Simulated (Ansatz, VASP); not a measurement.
## CaS: VASP beside Ansatz

```
Ca S
1.0
     0.00000    2.84795    2.84795
     2.84795    0.00000    2.84795
     2.84795    2.84795    0.00000
Ca S
1 1
Direct
  0.00000 0.00000 0.00000
  0.50000 0.50000 0.50000
```

Alike in both runs: task single point; functional r2SCAN; k mesh 6 × 6 × 6; no spin polarisation.

|  | VASP | Ansatz |
| --- | --- | --- |
| version | VASP 6.6.1 | Ansatz 0.2.0 |
| potentials or method | VASP PAW PBE potentials, release 64 (Ca_sv, S) | plane waves |
| plane-wave cutoff (eV) | 520 | 500 |
| occupations | gaussian, width 0.01 eV | fixed |
| valence electrons in the cell | 16 | 16 |

|  | VASP | Ansatz | Ansatz less VASP |
| --- | --- | --- | --- |
| gap on the k mesh at the Fermi level (eV) | 2.80 | 2.80 | -0.003 |
| pressure (GPa) | 0.3 | 0.0 | -0.29 |

Caveats: the PAW data sets were made with another functional, which shifts forces and pressure a little (VASP). A k mesh can miss the band edges. r2SCAN opens gaps a little over a GGA but as a rule still falls short of measured ones.
